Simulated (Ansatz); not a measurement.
**MgO (P-6m2), one atom moved over a plane**

All numbers below come from DFT PBE, scalar-relativistic, plane waves, PAW (Ansatz). Settings: plane waves to 420 eV, k-mesh 9×9×8 (Γ-centred), Gaussian smearing 0.05 eV. No spin polarisation. Energies are free energies at this smearing, counted from the undisturbed cell; pressure is positive in compression.

Zero of the scan (as given, not relaxed at this level; it stands at 0.0 GPa; this form isn't the usual structure):

```
CELL_PARAMETERS angstrom
2.93802 0.00000 0.00000
-1.46901 2.54440 0.00000
0.00000 0.00000 2.67968
ATOMIC_POSITIONS crystal
Mg 0.00000 0.00000 0.00000
O 0.33333 0.66667 0.50000
```

Atom 1 (Mg) is moved by p along (1.000, 0.000, 0.000) and q along (0.000, 1.000, 0.000) (Å), all else fixed. Points are written (p, q).

Energy above the undisturbed cell in eV/cell (a dash: not computed):

```
 p \ q  -0.600  -0.300  0.000  0.300  0.600
-0.600    2.64       ?   0.72   0.29   0.62
-0.300    0.80    0.46      ?   0.22   1.04
 0.000    0.26       ?   0.00   0.22   1.24
 0.300    0.80    0.46      ?   0.22   1.04
 0.600    2.64       ?   0.72   0.29   0.62
```

Q: Fill in the withheld energies.

A: (-0.600, -0.300): 1.66; (-0.300, 0.000): 0.16; (0.000, -0.300): 0.10; (0.300, 0.000): 0.16; (0.600, -0.300): 1.66.